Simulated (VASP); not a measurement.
VASP input:

### INCAR
```
SYSTEM = LiI
PREC = Accurate
ENCUT = 520
EDIFF = 1E-6
NELM = 100
ALGO = Normal
LREAL = .FALSE.
LASPH = .TRUE.
ISMEAR = 2
SIGMA = 0.2
GGA = PE
LMAXMIX = 4
LWAVE = .FALSE.
LCHARG = .FALSE.
ISIF = 2
```

### KPOINTS
```
Automatic mesh
0
Gamma
6 6 6
0 0 0
```

**POSCAR**
```
LiI
1
    0.0000000000     3.0100000000     3.0100000000
    3.0100000000     0.0000000000     3.0100000000
    3.0100000000     3.0100000000     0.0000000000
Li I
1 1
Direct
  0.0000000000   0.0000000000   0.0000000000
  0.5000000000   0.5000000000   0.5000000000
```

POTCAR, in this order: Li_sv I (PBE.64 set). Program: vasp_std.

Problem. One choice in this input is risky. Which, and does it do harm here?

Solution. The risk: Methfessel-Paxton smearing was used on a material with a gap. Here it does no harm: the run (PBE GGA, plane waves, VASP's PBE PAW potentials (set 64)) converges to the same energy and pressure as with the safe setting.
**OSZICAR**
```
       N       E                     dE             d eps       ncg     rms          rms(c)
DAV:   1     0.361858647718E+02    0.36186E+02   -0.35976E+03   288   0.949E+02
DAV:   2    -0.418613562892E+01   -0.40372E+02   -0.39040E+02   399   0.134E+02
DAV:   3    -0.578534072783E+01   -0.15992E+01   -0.15971E+01   336   0.314E+01
DAV:   4    -0.583373578482E+01   -0.48395E-01   -0.48371E-01   466   0.605E+00
DAV:   5    -0.583414258002E+01   -0.40680E-03   -0.40677E-03   353   0.566E-01    0.215E+00
DAV:   6    -0.582310684228E+01    0.11036E-01   -0.24276E-02   387   0.996E-01    0.140E+00
DAV:   7    -0.582826355346E+01   -0.51567E-02   -0.32366E-02   361   0.116E+00    0.321E-01
DAV:   8    -0.582903396285E+01   -0.77041E-03   -0.38246E-03   317   0.454E-01    0.621E-02
DAV:   9    -0.582904908502E+01   -0.15122E-04   -0.10349E-04   413   0.929E-02    0.528E-02
DAV:  10    -0.582904559120E+01    0.34938E-05   -0.32500E-05   328   0.421E-02    0.392E-02
DAV:  11    -0.582905891852E+01   -0.13327E-04   -0.25691E-05   316   0.394E-02    0.103E-02
DAV:  12    -0.582906277189E+01   -0.38534E-05   -0.65420E-07   340   0.744E-03    0.188E-03
DAV:  13    -0.582906294237E+01   -0.17048E-06   -0.18285E-07   184   0.380E-03
   1 F= -.58290629E+01 E0= -.58294328E+01  d E =0.147933E-02
```

The compound is LiI in the rock salt structure. The cell was not relaxed at this level.
